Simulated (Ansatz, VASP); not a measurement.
# InAs in two plane-wave programs

Aim: how closely do two programs agree when they are given the same cell, functional and k mesh? The structure shown is the start of the Ansatz relaxation below; VASP solves that cell, so the two are compared at the walk's first step.

Program: Ansatz 0.2.0. Level of theory: plane waves, with VASP 6.6.1 beside it; single point at PBEsol. Results are calculated unless marked as measured.

## 1. Set-up

Symmetry: R3m, No. 160, trigonal system. Conventional cell: a = 4.132 Å, b = 4.132 Å, c = 10.745 Å, α = 90.00°, β = 90.00°, γ = 120.00°. Nearest to As lie 4 In at 2.57 to 2.62 Å. Nearest to In lie 4 As at 2.57 to 2.62 Å. Farther neighbours are not listed.

## 2. Ansatz: relaxation, PBEsol

Ansatz runs on its PAW soft_1 files.

The two programs are compared at the cell with which this relaxation starts, whose forces are those of its first step.

input.yaml

```yaml
crystal:
  lattice:
    - [0.1199369591, 3.0418560844, 3.0418560844]
    - [3.0418560844, 0.1199369591, 3.0418560844]
    - [3.0418560844, 3.0418560844, 0.1199369591]
  atoms:
    - { symbol: As, position: [0.7528511779, 0.7528511779, 0.7528511779] }
    - { symbol: In, position: [-0.0028511779, -0.0028511779, -0.0028511779] }
  conventional_axes: [[-1, 1, 0], [0, -1, 1], [1, 1, 1]]
kpoints:
  mp_grid: { grid: [12, 12, 12], shift: [0.5, 0.5, 0.5] }
hamiltonian:
  xc: pbesol
  pseudopotentials: { kind: paw, azcp: { folder: soft_1 }, xc_functional: pbe }
scf:
  occupations: { method: gaussian, width: 0.015 }
output:
  forces: true
  stress: true
  eigenvalues: true
relax:
  adjacent_minimum: "off"
  f_tol: 0.001
  max_steps: 60
  cell: { stress_tol: 0.01, fix: [a, b, angles] }
```

Command:

```sh
ansatz run input.yaml --threads 4 --pin off --max-ram 10240MiB --backend cpu --events-out ev --progress --plain --runs-dir out
```

Numbers of over 12 decimals in the logs are rounded to 6 here.

The program printed:

```text
Engine: ansatz 0.2.0, aarch64-unknown-linux-gnu
Pseudopotentials: kind: paw
Pseudopotential: As, paw, valence charge 15, recommended cutoff 420 eV (normal), soft_1/As.paw.azcp
Pseudopotential: In, paw, valence charge 13, recommended cutoff 420 eV (normal), soft_1/In.paw.azcp
Functional definition: PBEsol
  exchange = pbesol_x
  correlation = pbesol_c
Crystal: 2 atoms, lattice volume = 52.964 Å³
Basis set: ecut = 420 eV, 1007 PW (Γ), exchange–correlation on 60×60×60 points (8 copies of the dense FFT grid, shifted against one another)
Bands: 18, of which v1, the nominal top of the filled ones, is band 14 counted from 1 (13 counted from 0)
Symmetry: 6 space group operations
Space group: R3m (ITA 160), of the structure as read, at distance tolerance 3.8e-5 Å
k-points: 182 of 1728 (time reversal used)
Non-local potential: As, projectors of the file, l = 0: 2, l = 1: 2, l = 2: 3, l = 3: 1
Non-local potential: In, projectors of the file, l = 0: 2, l = 1: 2, l = 2: 2, l = 3: 1
PAW form: soft (Blöchl's): semilocal exchange-correlation on the pseudo side does not see the compensation charge
PAW frozen core: As, regenerated for the run's functional, and the local potential with it (the file was generated under x = pbe(κ = 0.804, μ = 0.219515), c = pbe(β = 0.066725))
PAW frozen core: In, regenerated for the run's functional, and the local potential with it (the file was generated under x = pbe(κ = 0.804, μ = 0.219515), c = pbe(β = 0.066725))
PAW one-centre angular grid: As, 590 points (default); XC on 64 Gauss nodes
PAW one-centre angular grid: In, 590 points (default); XC on 64 Gauss nodes
Initial density: superposition of atomic densities (chi_scale 0.1, normalization cell, long waves kept (reshape's long-wave potential 0.00 eV rms))
Initial wavefunctions: pseudopotential atomic-orbital guess
Functional: x = pbesol(κ = 0.804, μ = 0.123457), c = pbesol(β = 0.046)
SCF iter   1: F=—  HF=-10338.924233 eV  |F-HF|=—  |Δ(HF+E_count)|=         —  Δρ=3.00e-2  dr2=3.92e-1  ethr=3.10e-3  ⟨swp⟩=6.0  Hψ=16569  notcnv=0
preconditioner: auto → none  [insulator: Δε(μ)=0.356 eV  Ē_g=14.858 eV  σ=0.015 eV  W_gap=1.00  n_scr=14 (ndim 8)  ℏωp=21.6 eV  f_vac=0.003  D(μ)=0.00/eV (n_scr^D=0)  ε∞_Penn≈3.1]
SCF iter   2: F=—  HF=-10338.838127 eV  |F-HF|=—  |Δ(HF+E_count)|=   8.61e-2  Δρ=1.37e-2  dr2=6.89e-2  ethr=1.40e-3  ⟨swp⟩=2.0  Hψ=5460  notcnv=0
SCF iter   3: F=—  HF=-10338.827251 eV  |F-HF|=—  |Δ(HF+E_count)|=   1.09e-2  Δρ=2.29e-3  dr2=5.84e-3  ethr=2.46e-4  ⟨swp⟩=3.0  Hψ=5957  notcnv=0
SCF iter   4: F=—  HF=-10338.824973 eV  |F-HF|=—  |Δ(HF+E_count)|=   2.28e-3  Δρ=6.82e-4  dr2=1.26e-4  ethr=2.09e-5  ⟨swp⟩=3.0  Hψ=7173  notcnv=0
SCF iter   5: F=—  HF=-10338.824996 eV  |F-HF|=—  |Δ(HF+E_count)|=   2.27e-5  Δρ=2.18e-4  dr2=9.09e-6  ethr=4.51e-7  ⟨swp⟩=3.0  Hψ=6520  notcnv=0
SCF iter   6: F=—  HF=-10338.825005 eV  |F-HF|=—  |Δ(HF+E_count)|=   9.58e-6  Δρ=4.24e-5  dr2=1.14e-6  ethr=3.25e-8  ⟨swp⟩=3.0  Hψ=5815  notcnv=0
SCF iter   7: F=-10338.825005 eV  HF=-10338.825005 eV  |F-HF|=5.89e-10  |Δ(HF+E_count)|=   4.31e-7  Δρ=6.00e-6  dr2=1.07e-8  ethr=3.57e-10  ⟨swp⟩=3.0  Hψ=14142  notcnv=0
SCF 1 converged in 7 iterations: F = -10338.825005 eV  dr2 = 1.07e-8
  greatest PAW one-centre occupation: 0.999 electrons in one spin orbital (limit 2), on the As atom at site 0 (counted from 0), in its partial waves of l = 2
relax step   1: F+E_penalty+E_count = -10338.82500467 eV  Δ(F+E_penalty+E_count) = +0.000e0 eV  max|allowed force component| = 7.432e-2 eV/Å  Δτ_max = 0.0000 Å  P = +4.036 GPa  Ω = 52.964 Å³  fix = [a, b, alpha, beta, gamma]  reactions: a +5.819, b +5.819 GPa  (7 SCF iters, dr2 threshold 1.00e-7 eV, accepted)
[...]
relax step   2: F+E_penalty+E_count = -10338.82673928 eV  Δ(F+E_penalty+E_count) = -1.735e-3 eV  max|allowed force component| = 2.523e-2 eV/Å  Δτ_max = 0.0145 Å  P = +3.323 GPa  Ω = 53.403 Å³  energy of the carried Pulay correction = -6.127e-5 eV  fix = [a, b, alpha, beta, gamma]  reactions: a +5.023, b +5.023 GPa  (5 SCF iters, dr2 threshold 2.00e-7 eV, accepted)
[...]
relax step   3: F+E_penalty+E_count = -10338.82691853 eV  Δ(F+E_penalty+E_count) = -1.793e-4 eV  max|allowed force component| = 5.963e-4 eV/Å  Δτ_max = 0.0034 Å  P = +3.467 GPa  Ω = 53.318 Å³  energy of the carried Pulay correction = -4.936e-5 eV  fix = [a, b, alpha, beta, gamma]  reactions: a +5.199, b +5.199 GPa  (4 SCF iters, dr2 threshold 3.98e-8 eV, accepted)
[...]
relax step   4: F+E_penalty+E_count = -10338.82697143 eV  Δ(F+E_penalty+E_count) = -5.290e-5 eV  max|allowed force component| = 5.668e-4 eV/Å  Δτ_max = 0.0000 Å  P = +3.467 GPa  Ω = 53.318 Å³  fix = [a, b, alpha, beta, gamma]  reactions: a +5.199, b +5.199 GPa  stress off target by 2.48e-3 GPa on what of the cell is left free  SCF on the basis re-selected at this cell (its energy is not comparable with the rows above)  (6 SCF iters)
basis re-selected at this cell: Δ(F+E_penalty+E_count) = -5.290e-5 eV, ΔP = +0.000 GPa vs the last step (what re-selecting the basis moved, of the pressure what is left beyond the Pulay correction that the steps carried, after the strain that the cell walked since its last selection, with what the two solves' SCF thresholds leave and, on support functions, any second-order correction that the steps lacked; it is no m [...]
SCF converged after 6 iterations
Free energy (F): -10338.826971 eV
Harris-Foulkes:  -10338.826971 eV  (|F-HF|=3.64e-12)
Internal energy: -10338.826971 eV  (E = F + TS)
E sigma→0 (E₀):  -10338.826971 eV
Fermi energy:    8.269200 eV
--- Per-component energies (eV) ---
  E_band       = -308.895015
  E_kinetic    = 318.356272
  E_local      = -3427.300299  (includes V_loc(G=0)·N_el)
  E_nonlocal   = -63.400555
  E_hartree    = 1709.410956
  E_xc         = -212.164244
  E_vxc        = -164.041526  (∫ρ·V_xc dr)
  E_paw        = -6109.638733  (= ΣΔE_a)
  E_vpaw       = -391.330942  (= ΣTr[D̂ρ^β])
  E_aug_tail   = 0.000127  (compensation charges beyond the density's cutoff)
  E_ewald      = -2555.292829
  E_core_change = 1.202334  (= ΣΔE_core)
  E_smearing   = -0.000000  (= −TS)
  E_closure    = 0.000000  (closes the sum)
  Σ components = -10338.826971   (vs F -10338.826971, Δ=0.00e0)
--- Forces (eV/Å), atoms counted from 1 ---
  atom   1  As     0.00056683     0.00056683     0.00056683
  atom   2  In    -0.00056678    -0.00056678    -0.00056678
  max |Σ_I F_I| component: 4.95e-8 eV/Å
--- Stress (GPa, compression-positive) ---
        3.466630      -1.732073      -1.732073
       -1.732073       3.466630      -1.732073
       -1.732073      -1.732073       3.466630
  P = ⅓ Tr σ = 3.4666 GPa (34.666 kbar)
--- Band table (eV; the first three rows and the last of 182) ---
  k-point 0: bands = [... 10 lower, -4.0816, 7.0699, 8.1881, 8.1881, 8.3494, 11.6155, 12.1898, 12.1898]
  k-point 1: bands = [... 10 lower, -3.9778, 6.3709, 7.5936, 8.1240, 9.0942, 11.8346, 12.2713, 12.2954]
  k-point 2: bands = [... 10 lower, -3.7232, 5.2959, 7.1137, 7.8895, 9.4047, 12.3425, 12.5123, 12.6204]
  k-point 181: bands = [... 10 lower, -2.6604, 1.8965, 6.7011, 7.1796, 10.1051, 12.7539, 13.2263, 15.0265]
--- Relaxed structure (3 steps of the walk, 3 accepted, 1 SCFs on fresh bases) ---
  F+E_penalty+E_count = -10338.82697143 eV   max|allowed force component| = 5.668e-4 eV/Å   (the final SCF, on the basis selected at the relaxed cell)
  cell:  # Å, volume = 53.3176 Å³
    - [0.133729, 3.055648, 3.055648]
    - [3.055648, 0.133729, 3.055648]
    - [3.055648, 3.055648, 0.133729]
  atoms:
    - { symbol: As, position: [0.753878, 0.753878, 0.753878] }
    - { symbol: In, position: [-0.00387832, -0.00387832, -0.00387832] }
```

[end of part 1 of 5]

[Lines on the potential files, build, host, timing and source positions are cut from VASP's logs without a mark.]

[Logs are printed without paths, hosts, clocks, repeated set-up lines and the standing remarks that a program may print on its own settings, such as how far it seeks lower states.]

[Hosts, paths, dates, database ids (printed as entryN), source tags and the programs' standing remarks are cut or masked in the printed files.]
